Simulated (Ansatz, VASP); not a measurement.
# One calculation of KCl, two programs

The input INCAR:

```
SYSTEM = KCl
ALGO = Normal ; EDIFF = 1E-8
ENCUT = 520 ; GGA = PS
ISIF = 2 ; ISMEAR = -1
LASPH = .TRUE. ; LCHARG = .FALSE.
LEFG = .TRUE. ; LREAL = .FALSE.
LWAVE = .FALSE. ; NBANDS = 15
NELM = 100 ; PREC = Accurate
SIGMA = 0.02
```

KPOINTS

```
k-points
0
G
  7 7 7
  0 0 0
```

The input POSCAR:

```
KCl
1.0
    3.6340000000      0.0000000000      0.0000000000
    0.0000000000      3.6340000000      0.0000000000
    0.0000000000      0.0000000000      3.6340000000
K Cl
1 1
Direct
    0.0000000000      0.0000000000      0.0000000000
    0.5000000000      0.5000000000      0.5000000000
```

Input for Ansatz:

```yaml
crystal:
  lattice:
    - [3.634, 0.0, 0.0]
    - [0.0, 3.634, 0.0]
    - [0.0, 0.0, 3.634]
  atoms:
    - { symbol: K, position: [0.0, 0.0, 0.0] }
    - { symbol: Cl, position: [0.5, 0.5, 0.5] }
kpoints:
  mp_grid: { grid: [7, 7, 7] }
  band_path:
    path:
      - [0.0, 0.0, 0.0]
      - [0.0, 0.5, 0.0]
      - [0.5, 0.5, 0.0]
      - [0.0, 0.0, 0.0]
      - [0.5, 0.5, 0.5]
      - [0.0, 0.5, 0.0]
      - [0.5, 0.5, 0.5]
      - [0.5, 0.5, 0.0]
    npoints: 8
scf:
  occupations: { method: fermi_dirac, width: 0.02 }
hamiltonian:
  xc: pbesol
  pseudopotentials: { kind: all_electron, datasets: crystal }
output:
  forces: true
  stress: true
  eigenvalues: true
  efg: { contact_densities: true }
```

Alike in both runs: task electric field gradients; functional PBEsol; k mesh 7 × 7 × 7; occupations fermi-dirac, width 0.02 eV; no spin polarisation.

```csv
,VASP,Ansatz
version,VASP 6.6.1,Ansatz 0.2.0
potentials or method,"VASP PAW PBE potentials, release 64 (K_sv, Cl)","all-electron PAW with datasets made for the crystal, scalar-relativistic"
plane-wave cutoff (eV),520,see its input
```

```csv
,VASP,Ansatz,Ansatz less VASP
gap on the k mesh at the Fermi level (eV),5.40,5.40,+0.005
pressure (GPa),2.4,2.3,-0.09
Vzz of the field gradient on the site that differs most (V/Å²),0.0,0.0,0.00
```

Ansatz ran all-electron here, so the differences hold the error of VASP's frozen core and of both bases.

Caveats: the PAW data sets were made with another functional, which shifts forces and pressure a little (VASP); an odd mesh through Γ misses points on the zone boundary, where band edges often lie. PBEsol gaps usually lie below the measured ones, often by a third to a half.
